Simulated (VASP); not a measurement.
Set up this calculation in VASP 6.6.1, as the native input.

```yaml
Task: single point
Functional: PBE
Potentials_or_basis: VASP PAW PBE potentials, release 64 (Cr_pv)
Cutoff: 520 eV
k_mesh: 21 × 21 × 10
Occupations: gaussian, width 0.1 eV
Spin: no spin polarisation
Dipole_correction: no
Further_INCAR_settings: ALGO = Normal; EDIFF = 1e-06; NBANDS = 19
```

The structure of Cr lies in POSCAR:

```
Cr
1.0
    2.4147676694      0.0000000000      0.0000000000
   -1.2073838347      2.0912501459      0.0000000000
    0.0000000000      0.0000000000      4.2939746956
Cr
2
Direct
    0.3333333333      0.6666666667      0.2500000000
    0.6666666667      0.3333333333      0.7500000000
```

This isn't the form of Cr at room conditions, which is bcc.

The input as run:

INCAR

```
SYSTEM = Cr
  PREC = Accurate
  ENCUT = 520
  EDIFF = 1E-6
  ISMEAR = 0
  SIGMA = 0.1
  LREAL = .False.
  LASPH = .True.
  NELM = 100
  ALGO = Normal
  ISIF = 2
  LWAVE = .False.
  LCHARG = .False.
  GGA = PE
  NBANDS = 19
```

KPOINTS

```
Automatic mesh
0
Gamma
  21 21 10
  0 0 0
```

Potentials or basis: VASP PAW PBE potentials, release 64 (Cr_pv).

Launch:

```bash
$ cat potpaw_PBE.64/Cr_pv/POTCAR > POTCAR
$ mpirun -np 1 vasp_std > vasp.out
```

It gave:

- Pressure: 26.4 GPa
- Band gap on the k mesh: none (metal or under the smearing width)

Caveat: so large a pressure means that the cell lies far from this level's equilibrium, or that cutoff or potentials fall short; the run has no spin polarisation, though such a crystal can be magnetic.

It took 37 s on 1 thread of Intel(R) Xeon(R) 6975P-C (Granite Rapids) (shared host), peak memory 0.2 GiB.
